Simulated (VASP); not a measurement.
# CuI (Marshite) (F-43m) in VASP: a series of runs

One crystal, CuI (Marshite), is run at these levels: r2SCAN, PBEsol; tasks: relaxation of cell and atoms.

Everything below comes from runs of VASP 6.6.1. Logs are shortened: lines on timing, memory, paths and dates and some standing lists are left out, and cuts for length are marked.

**1. The crystal as given**

It takes space group F-43m (No. 216, cubic). The conventional cell has a = 6.021 Å, b = 6.021 Å, c = 6.021 Å, α = 90.00°, β = 90.00°, γ = 90.00°. Around Cu (site symmetry -43m) lie 4 I at 2.61 Å. Around I (site symmetry -43m) lie 4 Cu at 2.61 Å.

**2. Relaxation of cell and atoms, r2SCAN**

The input, INCAR:

```
SYSTEM = CuI
PREC = Accurate
ENCUT = 600
EDIFF = 1E-7
ISMEAR = 0
SIGMA = 0.03
LREAL = .False.
LASPH = .True.
NELM = 80
ALGO = Normal
ISIF = 3
LWAVE = .False.
LCHARG = .False.
METAGGA = R2SCAN
LMIXTAU = .True.
IBRION = 2
NSW = 90
EDIFFG = -0.005
```

The input, KPOINTS:

```
Automatic mesh
0
Gamma
  8 8 8
  0 0 0
```

The input, POSCAR:

```
CuI                                     
1.0
    0.0000000000      3.0103111273      3.0103111273
    3.0103111273     -0.0000000000      3.0103111273
    3.0103111273      3.0103111273      0.0000000000
  Cu              I             
     1     1
Direct
     0.2500000000000000    0.2500000000000000    0.2500000000000000
     0.0000000000000000    0.0000000000000000    0.0000000000000000
```

Potentials or basis: VASP PAW PBE potentials, release 64 (Cu, I).

Started as:

```
cat potpaw_PBE.64/Cu/POTCAR potpaw_PBE.64/I/POTCAR > POTCAR
mpirun -np 1 vasp_std > vasp.out
```

OUTCAR:

```text
SYSTEM = CuI
   PREC = Accurate
   ENCUT = 600
   EDIFF = 1E-7
   ISMEAR = 0
   LREAL = .False.
   LASPH = .True.
   NELM = 80
   ISIF = 3
   METAGGA = R2SCAN
   IBRION = 2
   NSW = 90
   EDIFFG = -0.005

 ion  position               nearest neighbor table
   1  0.250  0.250  0.250-   2 2.61   2 2.61   2 2.61   2 2.61
   2  0.000  0.000  0.000-   1 2.61   1 2.61   1 2.61   1 2.61

  LATTYP: Found a face centered cubic cell.
 ALAT       =     6.0206222546

  Lattice vectors:

 A1 = (   0.0000000000,   3.0103111273,   3.0103111273)
 A2 = (   3.0103111273,   0.0000000000,   3.0103111273)
 A3 = (   3.0103111273,   3.0103111273,   0.0000000000)

Analysis of symmetry for initial positions (statically):
=====================================================================
 Subroutine PRICEL returns:
 Original cell was already a primitive cell.

 Routine SETGRP: Setting up the symmetry group for a
 face centered cubic supercell.

 Subroutine GETGRP returns: Found 24 space group operations
 (whereof 24 operations were pure point group operations)
 out of a pool of 48 trial point group operations.

The static configuration has the point symmetry T_d .

Analysis of symmetry for dynamics (positions and initial velocities):
=====================================================================
 Subroutine PRICEL returns:
 Original cell was already a primitive cell.

 Routine SETGRP: Setting up the symmetry group for a
 face centered cubic supercell.

 Subroutine GETGRP returns: Found 24 space group operations
 (whereof 24 operations were pure point group operations)
 out of a pool of 48 trial point group operations.

The dynamic configuration has the point symmetry T_d .

 Subroutine INISYM returns: Found 24 space group operations
 (whereof 24 operations are pure point group operations),
 and found     1 'primitive' translations

----------------------------------------------------------------------------------------

                                     Primitive cell

  volume of cell :      54.5587

  direct lattice vectors                    reciprocal lattice vectors
     0.000000000  3.010311127  3.010311127    -0.166095788  0.166095788  0.166095788
     3.010311127  0.000000000  3.010311127     0.166095788 -0.166095788  0.166095788
     3.010311127  3.010311127  0.000000000     0.166095788  0.166095788 -0.166095788

  length of vectors
     4.257222823  4.257222823  4.257222823     0.287686344  0.287686344  0.287686344

  position of ions in fractional coordinates (direct lattice)
     0.250000000  0.250000000  0.250000000
     0.000000000  0.000000000  0.000000000

  ion indices of the primitive-cell ions
   primitive index   ion index
                 1           1
                 2           2

----------------------------------------------------------------------------------------

 KPOINTS: Automatic mesh

Automatic generation of k-mesh.
 Grid dimensions read from file:
 generate k-points for:    8    8    8

 Generating k-lattice:

  Cartesian coordinates                     Fractional coordinates (reciprocal lattice)
    -0.020761974  0.020761974  0.020761974     0.125000000  0.000000000  0.000000000
     0.020761974 -0.020761974  0.020761974     0.000000000  0.125000000  0.000000000
     0.020761974  0.020761974 -0.020761974     0.000000000  0.000000000  0.125000000

  Length of vectors
     0.035960793  0.035960793  0.035960793

  Shift w.r.t. Gamma in fractional coordinates (k-lattice)
     0.000000000  0.000000000  0.000000000

 Subroutine IBZKPT returns following result:
 ===========================================

 Found     29 irreducible k-points:

 Following reciprocal coordinates:
            Coordinates               Weight
  0.000000  0.000000  0.000000      1.000000
  0.125000  0.000000  0.000000      8.000000
  0.250000  0.000000  0.000000      8.000000
  0.375000  0.000000  0.000000      8.000000
  0.500000  0.000000  0.000000      4.000000
  0.125000  0.125000  0.000000      6.000000
[... 16 lines left out ...]
  0.500000  0.250000  0.125000     48.000000
 -0.375000  0.250000  0.125000     24.000000
 [... further k-points ...]
   k-points           NKPTS =     29   k-points in BZ     NKDIM =     29   number of bands    NBANDS=     13
   number of dos      NEDOS =    301   number of ions     NIONS =      2
   total plane-waves  NPLWV =  46656
   dimension x,y,z NGX =    36 NGY =   36 NGZ =   36
   dimension x,y,z NGXF=    72 NGYF=   72 NGZF=   72
   ions per type =               1   1
   NGX,Y,Z   is equivalent  to a cutoff of  14.06, 14.06, 14.06 a.u.
   NGXF,Y,Z  is equivalent  to a cutoff of  28.12, 28.12, 28.12 a.u.
 SYSTEM =  CuI
   PREC   = accura    normal or accurate (medium, high low for compatibility)
   ISTART =      0    job   : 0-new  1-cont  2-samecut
   ICHARG =      2    charge: 1-file 2-atom 10-const
   ISPIN  =      1    spin polarized calculation?
   LNONCOLLINEAR =      F non collinear calculations
   LSORBIT =      F    spin-orbit coupling
   LASPH  =      T    aspherical Exc in radial PAW
   ENCUT  =  600.0 eV  44.10 Ry    6.64 a.u.   8.50  8.50  8.50*2*pi/ulx,y,z
   NELM   =     80;   NELMIN=  2; NELMDL= -5     # of ELM steps
   EDIFF  = 0.1E-06   stopping-criterion for ELM
   LREAL  =      F    real-space projection
   EDIFFG = -.5E-02   stopping-criterion for IOM
   NSW    =     90    number of steps for IOM
   IBRION =      2    ionic relax: 0-MD 1-quasi-New 2-CG
   NFREE  =      1    steps in history (QN), initial steepest desc. (CG)
   ISIF   =      3    stress and relaxation
   ISYM   =      2    0-nonsym 1-usesym 2-fastsym
   POTIM  = 0.5000    time-step for ionic-motion
   TEBEG  =    0.0;   TEEND  =   0.0 temperature during run
   PSTRESS=    0.0 pullay stress
   NELECT =      18.0000    total number of electrons
   NUPDOWN=      -1.0000    fix difference up-down
   EMIN   =  10.00;   EMAX   =-10.00  energy-range for DOS
   EFERMI =   0.00;   METHOD = LEGACY
   ISMEAR =     0;   SIGMA  =   0.03  broadening in eV -4-tet -1-fermi 0-gaus
   EFERMI_NEDOS =   21; number of points for ismear=-14 and -15
   IALGO  =     38    algorithm
   IMIX   =      4    mixing-type and parameters
     AMIX     =   0.40;   BMIX     =  1.00
     AMIX_MAG =   1.60;   BMIX_MAG =  1.00
  volume/ion in A,a.u.               =      27.28       184.09
  Fermi-wavevector in a.u.,A,eV,Ry     =   1.131213  2.137682 17.410590  1.279642
  Thomas-Fermi vector in A             =   2.267911
   LORBIT       =      0    0 simple, 1 ext, 2 COOP (PROOUT), +10 PAW based schemes
   METAGGA = R2SCAN    functional components
   LHFCALC =     F    Hartree Fock is set to
   AEXX    =    0.0000 exact exchange contribution
   IVDW    =     0    specifies the selected vdW correction
   LEPSILON=     F    determine dielectric tensor
   LRPA    =     F    only Hartree local field effects (RPA)
 conjugate gradient relaxation of ions
 non-spin polarized calculation
 Gauss-broadening in eV      SIGMA  =   0.03
  energy-cutoff  :      600.00
  volume of cell :       54.56
 maximum number of plane-waves:      1841
 NGX is ok and might be reduce to    36
   NGX = 17   NGY = 17   NGZ = 17

--------------------------------------- Ionic step        1  -------------------------------------------

 number of electron      17.9999998 magnetization

 Free energy of the ion-electron system (eV)
  ---------------------------------------------------
  ext. energy  EPLUGINS =         0.00000000
  ---------------------------------------------------
  free energy    TOTEN  =       -35.79687835 eV

  energy without entropy =      -35.79687835  energy(sigma->0) =      -35.79687835

------------------------ aborting loop because EDIFF is reached ----------------------------------------

  FORCE on cell =-STRESS in cart. coord.  units (eV):
  Direction    XX          YY          ZZ          XY          YZ          ZX
  --------------------------------------------------------------------------------------
  -------------------------------------------------------------------------------------
  Total        0.0225948      0.0225948      0.0225948      0.0000000      0.0000000      0.0000000
  in kB        0.6635208      0.6635208      0.6635208      0.0000000      0.0000000      0.0000000
  external PRESSURE =       0.6635208 kB  Pullay stress =       0.0000000 kB

 VOLUME and BASIS-vectors are now :
 -----------------------------------------------------------------------------
  energy-cutoff  :      600.00
  volume of cell :       54.56
      direct lattice vectors                 reciprocal lattice vectors
     0.000000000  3.010311127  3.010311127    -0.166095788  0.166095788  0.166095788
     3.010311127  0.000000000  3.010311127     0.166095788 -0.166095788  0.166095788
     3.010311127  3.010311127  0.000000000     0.166095788  0.166095788 -0.166095788
[... 37 lines left out ...]
 POSITION                                       TOTAL-FORCE (eV/Angst)
 -----------------------------------------------------------------------------------
      1.50598      1.50598      1.50598         0.000000     -0.000000      0.000000
      0.00000      3.01195      3.01195        -0.000000      0.000000     -0.000000
 -----------------------------------------------------------------------------------
    total drift:                               -0.000009     -0.000009     -0.000009

  FREE ENERGIE OF THE ION-ELECTRON SYSTEM (eV)
  ---------------------------------------------------
  free  energy   TOTEN  =       -35.7968740875 eV

  energy  without entropy=      -35.7968740875  energy(sigma->0) =      -35.79687409

--------------------------------------- Ionic step        3  -------------------------------------------

 number of electron      17.9999998 magnetization

 Free energy of the ion-electron system (eV)
  ---------------------------------------------------
  ext. energy  EPLUGINS =         0.00000000
  ---------------------------------------------------
  free energy    TOTEN  =       -35.79688212 eV

  energy without entropy =      -35.79688212  energy(sigma->0) =      -35.79688212

 E-fermi :   4.6461     XC(G=0):  -9.5506

 val. band max:        4.4817936356   @ k =   0.0000   0.0000   0.0000
 cond. band min:       6.1568100225   @ k =   0.0000   0.0000   0.0000
 fundamental gap:      1.6750163869
 Fermi energy:         4.6460604783

 k-point     1 :       0.0000    0.0000    0.0000
  band No.  band energies     occupation
      1     -10.1545      2.00000
      2       0.5878      2.00000
      3       0.5879      2.00000
      4       0.5879      2.00000
      5       2.5612      2.00000
      6       2.5612      2.00000
      7       4.4818      2.00000
      8       4.4818      2.00000
      9       4.4818      2.00000
     10       6.1568      0.00000
     11       9.7015      0.00000
     12       9.7015      0.00000
     13       9.7015      0.00000

 k-point     2 :       0.1250    0.0000    0.0000
  band No.  band energies     occupation
      1     -10.0748      2.00000
      2       0.2882      2.00000
      3       0.5935      2.00000
      4       0.5935      2.00000
      5       2.5547      2.00000
      6       2.5547      2.00000
      7       3.8807      2.00000
      8       4.3603      2.00000
      9       4.3604      2.00000
     10       6.8138      0.00000
     11       9.6129      0.00000
[... 339 lines left out ...]
 k-point    24 :      -0.3750    0.2500    0.1250
  band No.  band energies     occupation
      1      -9.4399      2.00000
      2      -1.1585      2.00000
      3       0.0181      2.00000
      4       0.5536      2.00000
      5       2.4850      2.00000
      6       2.5708      2.00000
      7       2.6881      2.00000
      8       3.1348      2.00000
      9       3.4325      2.00000
     10       8.4101      0.00000
     11       9.3965      0.00000
     12      11.1185      0.00000
     13      12.3290      0.00000

 [... further k-points ...]
[... 5 lines left out ...]
  --------------------------------------------------------------------------------------
  -------------------------------------------------------------------------------------
  Total       -0.0017573     -0.0017573     -0.0017573      0.0000000      0.0000000     -0.0000000
  in kB       -0.0515729     -0.0515729     -0.0515729      0.0000000      0.0000000     -0.0000000
  external PRESSURE =      -0.0515729 kB  Pullay stress =       0.0000000 kB

 VOLUME and BASIS-vectors are now :
 -----------------------------------------------------------------------------
  energy-cutoff  :      600.00
  volume of cell :       54.59
      direct lattice vectors                 reciprocal lattice vectors
     0.000000000  3.010947249  3.010947249    -0.166060697  0.166060697  0.166060697
     3.010947249  0.000000000  3.010947249     0.166060697 -0.166060697  0.166060697
     3.010947249  3.010947249  0.000000000     0.166060697  0.166060697 -0.166060697

 POSITION                                       TOTAL-FORCE (eV/Angst)
 -----------------------------------------------------------------------------------
      1.50547      1.50547      1.50547        -0.000000     -0.000000     -0.000000
      0.00000      0.00000      0.00000         0.000000      0.000000      0.000000
 -----------------------------------------------------------------------------------
    total drift:                               -0.000009     -0.000009     -0.000009

  FREE ENERGIE OF THE ION-ELECTRON SYSTEM (eV)
  ---------------------------------------------------
  free  energy   TOTEN  =       -35.7968821242 eV

  energy  without entropy=      -35.7968821242  energy(sigma->0) =      -35.79688212

 reached required accuracy - stopping structural energy minimisation
```

Wall time 1.8 min (1 thread of Intel Xeon 6975P-C (Granite Rapids), shared host); peak memory 0.23 GiB.

What came out:

- Free energy: -35.7969 eV
- Relaxed volume: 27.30 Å³/atom
- Relaxed cell: a = 4.258 Å, b = 4.258 Å, c = 4.258 Å, α = 60.00°, β = 60.00°, γ = 60.00°
- Space group after relaxing (to 0.05 Å): F-43m (No. 216)
- Energy gained by relaxing: 0.0 meV/atom
- Ionic steps: 3
- Pressure after relaxing: 0.0 GPa
- Band gap on the k mesh: 1.67 eV, direct

Final structure:
```
Cu I
1.0
     0.00000    3.01095    3.01095
     3.01095    0.00000    3.01095
     3.01095    3.01095    0.00000
Cu I
1 1
Direct
  0.25000 0.25000 0.25000
  0.00000 0.00000 0.00000
```

Caveat: the PAW data sets were made with another functional, which shifts forces and pressure a little; spin-orbit coupling is left out, which moves the levels of the heavy elements.

(Continued in part 2 of 2.)
